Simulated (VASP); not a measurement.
Wanted: the native input for a VASP 6.6.1 run.

```
Task                    : density of states
Functional              : LDA
Potentials or basis     : VASP PAW LDA potentials, release 64 (La)
Cutoff                  : 520 eV
k mesh                  : 11 × 11 × 11
Occupations             : fermi-dirac, width 0.03 eV
Spin                    : no spin polarisation
Dipole correction       : no
k mesh for the DOS      : 17 × 17 × 17
Occupations for the DOS : tetrahedron
Further INCAR settings  : ALGO = Normal; EDIFF = 1e-06; NBANDS = 12
```

La:

```
La
1.0
    -2.12383    2.12383    2.12383
     2.12383   -2.12383    2.12383
     2.12383    2.12383   -2.12383
La
1
Cartesian
  0.0000 0.0000 0.0000
```

This isn't the form of La at room conditions, which is double hcp.

One way to write it, as run:

POSCAR

```
La
1.0
   -2.1238310710      2.1238310710      2.1238310710
    2.1238310710     -2.1238310710      2.1238310710
    2.1238310710      2.1238310710     -2.1238310710
La
1
Direct
    0.0000000000      0.0000000000      0.0000000000
```

INCAR.step1

```
SYSTEM = La
ALGO = Normal
EDIFF = 1E-6
ENCUT = 520
ISIF = 2
ISMEAR = -1
LASPH = .True.
LCHARG = .True.
LMAXMIX = 6
LREAL = .False.
LWAVE = .False.
NBANDS = 12
NELM = 60
PREC = Accurate
SIGMA = 0.03
```

KPOINTS.step1

```
k-points
0
Gamma
  11 11 11
  0 0 0
```

INCAR.step2

```
SYSTEM = La
ALGO = Normal
EDIFF = 1E-6
ENCUT = 520
ICHARG = 11
ISIF = 2
ISMEAR = -5
LASPH = .True.
LCHARG = .False.
LMAXMIX = 6
LORBIT = 11
LREAL = .False.
LWAVE = .False.
NBANDS = 12
NEDOS = 1001
NELM = 60
PREC = Accurate
SIGMA = 0.03
```

KPOINTS.step2

```
k-points
0
Gamma
  17 17 17
  0 0 0
```

Potentials or basis: VASP PAW LDA potentials, release 64 (La).

Run with:

```bash
$ cat potpaw_LDA.64/La/POTCAR > POTCAR
$ cp INCAR.step1 INCAR
$ cp KPOINTS.step1 KPOINTS
$ mpirun -np 1 vasp_std > vasp.out
$ cp INCAR.step2 INCAR
$ cp KPOINTS.step2 KPOINTS
$ mpirun -np 1 vasp_std > vasp.out
```

It gave:

```json
{
 "Valence electrons inside the program's atomic spheres": "La 8.59"
}
```

It took 37 s on 1 thread of Intel(R) Xeon(R) 6975P-C (Granite Rapids), with other jobs on the host, peak memory 0.22 GiB.
